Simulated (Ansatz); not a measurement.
# Si(111) with SH: bands and core levels

What would XPS and angle-resolved spectra of Si(111) with SH look like?

Calculated with Ansatz 0.2.0; DFT, PBE, plane-wave PAW, scalar-relativistic; PAW set soft_1.

Most raw output is cut from this account.

## (1) Starting point

The cell holds 36 atoms: 8 H, 4 S and 24 Si. Cell: a = 7.679 Å, b = 7.679 Å, c = 24.924 Å, α = 90.0°, β = 90.0°, γ = 60.0°. It derives from Si. How the cell was made: terminated face; group: SH; share of top atoms: 1; rest: H; oxygen in back bonds: 0; lower face: H. Regions: ad, 8 atoms (4 S and 4 H); L1, 4 atoms (4 Si); L2, 4 atoms (4 Si); L3, 4 atoms (4 Si); mid, 4 atoms (4 Si); rest, 12 atoms (8 Si and 4 H). Vacuum lies along c.

## (2) Relaxing the atoms

The cut or typed positions aren't at rest, and spectra shift with geometry, so the relaxation comes first. 12 atoms are held to stand for the bulk. A dipole correction cancels the field between unlike faces.

Contents of input.yaml:

```yaml
crystal:
  lattice:
    - [7.6791796437, 0.0, 0.0]
    - [3.8395898218, 6.6503646517, 0.0]
    - [0.0, 0.0, 24.9237769138]
  atoms:
    - { symbol: H, position: [0.169288916, 0.0, 0.719143691] }
    - { symbol: H, position: [0.669288916, 0.0, 0.719143691] }
    - { symbol: H, position: [0.169288916, 0.5, 0.719143691] }
    - { symbol: H, position: [0.669288916, 0.5, 0.719143691] }
    - { symbol: S, position: [0.0, 0.0, 0.707106992] }
    - { symbol: S, position: [0.5, 0.0, 0.707106992] }
    - { symbol: S, position: [0.0, 0.5, 0.707106992] }
    - { symbol: S, position: [0.5, 0.5, 0.707106992] }
[... 24 atom lines left out ...]
    - { symbol: H, position: [0.0, 0.0, 0.280856309] }
    - { symbol: H, position: [0.5, 0.0, 0.280856309] }
    - { symbol: H, position: [0.0, 0.5, 0.280856309] }
    - { symbol: H, position: [0.5, 0.5, 0.280856309] }
kpoints:
  mp_grid: { grid: [3, 3, 1] }
scf:
  occupations: { method: fermi_dirac, width: 0.02 }
  n_extra_bands: 25
hamiltonian:
  xc: pbe
  pseudopotentials: { kind: paw, azcp: { folder: soft_1 } }
output:
  forces: true
  write_potential: true
  volumetric_format: []
efield:
  axis: 3
  dipole_correction: true
relax:
  f_tol: 0.03
  max_steps: 70
  constraints: [{ sites: [24, 25, 26, 27, 28, 29, 30, 31, 32, 33, 34, 35] }]
```

Run with:

```bash
$ ansatz run input.yaml --threads 4 --pin off --max-ram 11264MiB --backend cpu --events-out ev --progress --plain --runs-dir out
```

The job ended after 4.3 min (4 threads of Intel Xeon at 2.50GHz (Skylake/Cascade Lake), shared host; peak memory 2.4 GiB).

Step by step:

```
step  energy less that of the first step (eV)  largest force component (eV/Å)
   1                                   0.0000                          0.9851
   2                                  -0.1974                          0.8990
   3                                  -0.3540                          0.7503
   4                                  -0.4704                          0.0695
   5                                  -0.4802                          0.0771
   6                                  -0.4851                          0.0332
   7                                  -0.4858                          0.0018
```

Forces are held to the 4 operations that the run works with; a distortion that breaks them can't arise in this run.

The atoms that moved most (Å):

```
atom      dx      dy     dz  length
  H1  -0.301   0.562  0.023   0.638
  H3  -0.301   0.562  0.023   0.638
  H2  -0.301   0.562  0.023   0.638
  H4  -0.301   0.562  0.023   0.638
  S5  -0.167  -0.105  0.099   0.220
  S7  -0.167  -0.105  0.099   0.220
  S8  -0.167  -0.105  0.099   0.220
  S6  -0.167  -0.105  0.099   0.220
```

This step gave:

- free energy: -18996.2643 eV
- Fermi energy: 0.7030 eV
- symmetry operations: 4
- gap on the k-mesh: 0.8412 eV
- ionisation potential, upper face: 4.879 eV
- upper vacuum level less the lowest empty level (Kohn–Sham affinity): 4.038 eV
- ionisation potential, lower face: 4.415 eV

The relaxation ends 13 meV an atom lower, with a largest force component of 0.0018 eV/Å on the free atoms.

## (3) Bands by layer

This is the main run. States are solved along the surface zone's path and weighed by where they lie along the normal, since photoemission sees the top layers. The cell holds 4 small cells, so the bands are unfolded.

Contents of input.yaml:

```yaml
crystal:
  lattice:
    - [7.6791796437, 0.0, 0.0]
    - [3.8395898218, 6.6503646517, 0.0]
    - [0.0, 0.0, 24.9237769138]
  atoms:
    - { symbol: H, position: [0.087891526, 0.0844562739, 0.720057038] }
    - { symbol: H, position: [0.587891526, 0.0844562739, 0.720057038] }
    - { symbol: H, position: [0.087891526, 0.5844562739, 0.720057038] }
    - { symbol: H, position: [0.587891526, 0.5844562739, 0.720057038] }
    - { symbol: S, position: [-0.0138043808, -0.0157622219, 0.7110861009] }
    - { symbol: S, position: [0.4861956192, -0.0157622219, 0.7110861009] }
    - { symbol: S, position: [-0.0138043808, 0.4842377781, 0.7110861009] }
    - { symbol: S, position: [0.4861956192, 0.4842377781, 0.7110861009] }
[... 24 atom lines left out ...]
    - { symbol: H, position: [0.0, 0.0, 0.280856309] }
    - { symbol: H, position: [0.5, 0.0, 0.280856309] }
    - { symbol: H, position: [0.0, 0.5, 0.280856309] }
    - { symbol: H, position: [0.5, 0.5, 0.280856309] }
kpoints:
  mp_grid: { grid: [3, 3, 1] }
scf:
  occupations: { method: fermi_dirac, width: 0.02 }
  n_extra_bands: 37
hamiltonian:
  xc: pbe
  pseudopotentials: { kind: paw, azcp: { folder: soft_1 } }
output:
  forces: true
  write_potential: true
  volumetric_format: []
  dos:
    projected:
      site_lists:
        adsorbate: [4, 0, 5, 1, 6, 2, 7, 3]
        layer_1: [8, 9, 10, 11]
        layer_2: [12, 13, 14, 15]
        layer_3: [16, 17, 18, 19]
        middle: [20, 21, 22, 23]
        other_layers: [24, 25, 26, 27, 28, 29, 30, 31, 32, 33, 34, 35]
    de: 0.05
    e_range: [-30, 12]
    method: { smearing: { sigma: 0.12, scheme: gaussian } }
  eigenstates:
    kpoints:
      - [0.33333333, -0.33333333, 0.0]
      - [0.25, -0.375, 0.0]
      - [0.16666667, -0.41666667, 0.0]
      - [0.08333333, -0.45833333, 0.0]
      - [0.0, 0.5, 0.0]
      - [-0.08333333, 0.45833333, 0.0]
      # [... 29 more points ...]
      - [0.25, 0.5, 0.0]
      - [0.29166667, -0.41666667, 0.0]
    e_range: [-8.0, 6.0]
    unfold:
      supercell_matrix: [[2, 0, 0], [0, 2, 0], [0, 0, 1]]
      layers:
        axis: 3
        edges: [0.120367, 0.393365, 0.393465, 0.60834, 0.60844, 0.880543]
efield:
  axis: 3
  dipole_correction: true
```

Wall time 7.2 min (4 threads); peak memory 4.9 GiB; 24 min of CPU time.

Numbers from this step:

- Fermi energy: 0.7028 eV
- zero of energy: valence-band maximum
- share of occupied states in no projected shell: 0.0114 of the occupied states in the window

A(k,E), total over k along the path and E. Zero: valence-band maximum.

Ten even steps from '0' (0.11 eV⁻¹) to '9' (6.11 eV⁻¹), each cell a mean:
```
333466765675446775443322113433
112245666579999754222222333311
012222356677886433322222334210
332223344564345433221111134333
333221111234444332233332331222
000000000001221012222344421100
000000000000000000112222100000
000000000001110000000000000000
000000000123443210000000000000
000000112345555432110000000000
000112223466666543332222100000
222112345564335554444333332222
222223444420001333444444333222
333455433200000133233333443333
333443242211112223222333445433
445443321111111112332222234544
443222211111111121222211122344
110012221000000001221000000011
001222111111111111122211111100
222221211100000011122211111112
222222111111111111112222222222
221121000000000000011222222222
```
Columns: k along the path (Å⁻¹) from 0 to 2.58; rows upwards: E (eV) from -7.29 to 4.27.

A(k,E), top over k along the path and E. Zero: valence-band maximum.

Ten even steps from '_' (0.03 eV⁻¹) to '@' (1.80 eV⁻¹), each cell a mean:
```
------==++++++++++##%%##++**####**++++==----::--::..::==----
....::::--==++++====**@@@@@@%%**==--::::----::::::----::....
____....::::::--====++++****==--::::--::::::::::::::--..____
::........::::::------::::::::----::::::..........::::::::::
::::::::............----::::--::::::::::::::::..::::......::
______________________..::..______......::::----::....______
______________________________________............__________
______________________......________________________________
________________..::--======--::..__________________________
__________..::--==--------======----::..____________________
____..::--====--::--==++++============------::::::..________
--==----::--::--==++**++==++++======--------------==--------
::::::--::::--==----....__..::------====----------------::::
====----======----..__..........--::----==========------====
====----==--::--::----========------------==++++++++++++====
--====++==----::::::::::::::::::::----------------====++==--
----::......::..::----------------::::::................::--
______..::::::--::....________....::----::..________________
....::----::::::::::::::::::::::::::::----==========--::::..
====--::::------::..................::----::::::::::--====++
....::::--::::..........................::::::::....::......
..::::::....____________________________......::::..........
```
Columns: k along the path (Å⁻¹) from 0 to 2.58; rows upwards: E (eV) from -7.29 to 4.27.

A(k,E), middle over k along the path and E. Zero: valence-band maximum.

Ten even steps from '0' (0.05 eV⁻¹) to '9' (2.61 eV⁻¹), each cell a mean:
```
222577864453224664443333112432
112246766568898754222222343311
012223456789998533432222345310
443334556775456543332111245444
444432222235454443334433342234
000000000002321113333344542110
000000000000000000123333200000
000000000001110000000000000000
000000000124543210000000000000
000000012345654332110000000000
000111124467777543333222100000
111112345665346665444333332211
222223444520002334444444343333
444455534200000232333444444333
233343232111001123222233454333
334433331000000012221111224433
443212210110000111211110011344
110012110000000001121000000011
000122100000000000122100000000
111211100000000000112210000011
222111111111111111111232233332
331121000000000000012223322233
```
Columns: k along the path (Å⁻¹) from 0 to 2.58; rows upwards: E (eV) from -7.29 to 4.27.

A(k,E), bottom over k along the path and E. Zero: valence-band maximum.

Ten even steps from '_' (0.02 eV⁻¹) to '@' (1.89 eV⁻¹), each cell a mean:
```
------==++**##**++**%%++====**@@%%++====--::::::....--++==--
..::::----++++++++++##@@@@@@@@##==--::::::::::::----==--....
__....::::::--++******######**==::::--::::::::::::--==..____
--::......::::--==++**++--==++==--::::::..........----::----
..::::..............::--====--::------------::::--::........
______________________......____....::::::--====--::..______
______________________________________............__________
________________________..__________________________________
____________________..--==--::..____________________________
________________..::==**####++--::....______________________
____________..::====**++====++++==----::........____________
________....::========::..::--====--------------::..________
..........::==------..______..::--::::::------------::......
::::::::==++------..__________..--::......::::::------::::::
::----====::::==::......__........----::..........::==----::
******==--====::..______________..::----::::::::::::--++****
++====----::..____....................::--------------====++
....______......____________________....________________....
________......__..........................__________________
______..............____________............________________
..::::..........................::::......::::::::::::::....
............____________....__________..::::..::............
```
Columns: k along the path (Å⁻¹) from 0 to 2.58; rows upwards: E (eV) from -7.29 to 4.27.

Peaks of A(k,E) at the labelled points: for each region the eleven nearest the zero at most, each over 6 % of that point's highest, less those above the energy where the solved bands run out; weight and spread sum the levels within three half widths or 0.3 eV, so near peaks share levels. Peaks of the spectral function, the first 40 of 126 rows:

```
point  weight on  E (eV)  A (1/eV)  weight near the peak  rms spread of levels (eV)
    K      total   -5.93     1.842                     1                          -
    K      total   -4.21     3.664                     4                        0.3
    K      total   -3.77     2.607                     4                      0.407
    K      total   -3.19     2.715                     3                      0.331
    K      total   -2.97     2.721                     3                      0.292
    K      total   -2.53     2.268                     2                      0.216
    K      total   -1.89     1.903                     1                          0
    K      total    1.95      2.21                     3                      0.221
    K      total    2.35     3.263                     3                      0.221
    K      total    3.83     2.122                     2                      0.206
    K      total    4.23     2.524                     3                      0.282
    K        top   -6.93     0.592                 0.334                      0.012
    K        top   -5.93     1.358                 0.824                          0
    K        top   -4.21     0.931                 0.868                      0.265
    K        top   -3.75     0.725                 1.242                      0.442
    K        top   -3.19     1.114                 1.164                      0.303
    K        top   -2.99     1.105                 1.018                      0.225
    K        top   -1.89     1.069                 0.624                          0
    K        top    1.93     0.491                 0.588                      0.227
    K        top    2.35     0.606                 0.588                      0.227
    K        top    3.83     0.654                 0.631                      0.206
    K        top    4.23     0.751                 0.885                      0.279
    K     middle   -5.93     0.402                 0.171                          -
    K     middle   -4.55      1.41                   1.3                       0.19
    K     middle   -4.25     1.289                 1.533                      0.295
    K     middle   -3.77     0.758                 1.236                      0.437
    K     middle   -2.97     1.177                 1.449                      0.297
    K     middle   -2.53      1.26                 1.063                      0.212
    K     middle   -1.89     0.697                 0.338                          0
    K     middle    1.93     1.353                  1.72                      0.226
    K     middle    2.35     1.766                  1.72                      0.226
    K     middle    3.81      0.82                 0.723                      0.206
    K     middle    4.23     0.881                 1.079                      0.288
    K     bottom   -6.83     0.797                 0.493                      0.013
    K     bottom   -4.17     1.486                 1.597                      0.284
    K     bottom   -3.77     1.126                  1.52                      0.324
    K     bottom   -3.23     0.526                 0.779                      0.315
    K     bottom   -2.53      0.51                 0.368                      0.199
    K     bottom    2.37     0.895                  0.69                      0.181
    K     bottom    3.83     0.648                 0.646                      0.205
```

The DOS has structure finer than the step of the table below, so its rows give means over 0.5 eV, whole bins alone (the curve runs from -15.9 to 4.09 eV). Peaks (eV: height): total -3.61: 28.0, -3.01: 24.4, -2.61: 24.8, 3.99: 39.5; Si 3p -3.61: 17.7, -3.01: 18.0, -2.61: 19.6, 3.99: 19.8; Si 3s -9.81: 12.3, -9.21: 11.5, -8.41: 8.54, -6.81: 9.03; S 3p -5.61: 7.31, -3.61: 6.22, -3.01: 4.10, -1.61: 5.39; H 1s -13.61: 2.43, -5.61: 3.67, -4.31: 3.35, 3.79: 2.55.

Table of DOS by E, zero at the valence-band maximum; means over each step; values in states/eV/cell:

```
E (eV)   total    Si 3p    Si 3s     S 3p     H 1s     S 3s
 -15.0       0        0        0        0        0        0
 -14.5  0.0445  0.00362  0.00538   8.3e-4  0.00837   0.0259
 -14.0    5.67    0.495    0.556    0.113    0.961     3.50
 -13.5    10.2    0.859    0.779    0.202     1.45     6.86
 -13.0  0.0531  0.00434  0.00384  0.00103  0.00666   0.0368
 -12.5       0        0        0        0        0        0
 -12.0   0.254   0.0158    0.228   6.5e-4  0.00462  0.00197
 -11.5    2.77    0.397     2.28  0.00686   0.0453   0.0207
 -11.0    3.87    0.814     2.85   0.0239   0.0967   0.0506
 -10.5    5.23     1.21     3.76   0.0329    0.124   0.0621
 -10.0    9.59     2.34     6.61    0.120    0.297    0.151
  -9.5    8.08     2.08     5.58   0.0865    0.203   0.0746
  -9.0    9.80     2.64     6.45    0.166    0.365    0.116
  -8.5    7.41     2.09     4.50    0.209    0.478   0.0759
  -8.0    2.04    0.555     1.09    0.174    0.182   0.0252
  -7.5    6.56     2.13     3.37    0.490    0.468   0.0459
  -7.0    11.5     5.08     4.72    0.800    0.759   0.0498
  -6.5    10.7     4.76     3.83    0.967    0.954   0.0741
  -6.0    9.47     3.16     2.46     2.19     1.28    0.232
  -5.5    10.9     3.23     1.87     3.39     1.72    0.495
  -5.0    4.99     1.93     1.11     1.12    0.498    0.266
  -4.5    11.7     6.93     1.17     1.58     1.49    0.345
  -4.0    15.5     10.7    0.844     2.35     1.14    0.275
  -3.5    20.0     13.3     1.06     4.19    0.822    0.365
  -3.0    19.6     14.7    0.738     3.20    0.629    0.137
  -2.5    20.4     16.0    0.787     2.94    0.355   0.0562
  -2.0    18.6     14.3    0.680     3.04    0.369   0.0448
  -1.5    17.4     11.9    0.328     4.46    0.345   0.0306
  -1.0    8.53     5.45   0.0869     2.77   0.0612   0.0115
  -0.5    4.03     2.94   0.0105    0.975   0.0117  0.00580
   0.0   0.987    0.690   5.1e-5    0.267   9.7e-4   5.3e-4
   0.5   0.290    0.154   0.0779  0.00323  0.00181   8.1e-4
   1.0    3.90     2.19     1.01   0.0741   0.0490   0.0127
   1.5    10.5     5.52     2.57    0.413    0.179   0.0606
   2.0    13.4     7.16     3.34    0.600    0.301    0.109
   2.5    19.5     10.6     3.68    0.791    0.484    0.162
   3.0    21.6     12.4     2.97    0.815    0.865    0.218
   3.5    19.4     10.9     2.04    0.843     1.07    0.149
```

This run's widths, added to any smearing of the DOS itself: Gaussian 0.15 eV, Lorentzian 0.05 eV plus 0.05 an eV of depth. Intensity against binding energy, zero at the valence-band maximum; values in % of the maximum within 13 eV:

```
binding energy (eV)  21.2 eV  60 eV  1253.6 eV  1486.7 eV  5414.7 eV
                 -1    0.936  0.983       1.16       1.18      0.844
                  0     6.88   7.33       6.13       5.96       2.68
                  1     56.6   52.9       44.9       43.4       17.5
                  2     65.6   70.5       66.8       65.5       32.2
                  3     78.4   83.1       79.6       78.5       41.0
                  4     61.1   59.2       63.0       63.3       39.6
                  5     40.2   34.8       45.1       47.1       38.5
                  6     64.9   49.8       65.6       68.7       58.1
                  7     34.4   35.7       69.6       74.9       72.9
                  8     13.9   16.2       37.5       40.8       42.1
                  9     15.6   25.6       74.2       81.6       88.4
                 10     12.7   23.3       72.3       79.8       87.6
                 11     5.44   12.3       40.3       44.6       49.7
                 12        -   6.28       17.3       19.1       21.2
                 13        -   19.1       41.0       45.2       49.8
                 14        -   41.8       87.7       96.5        106
                 15        -   5.91       12.5       13.8       15.2
```

[end of part 1 of 3]

[Logs are printed without paths, hosts, clocks, repeated set-up lines and the standing remarks that a program may print on its own settings, such as how far it seeks lower states.]

[Hosts, paths, dates, database ids (printed as entryN), source tags and the programs' standing remarks are cut or masked in the printed files.]

[Maps of the electrostatic potential energy from Ansatz leave out the sawtooth potential of an applied field or a dipole correction, so their vacuum need not be flat; work functions include it.]
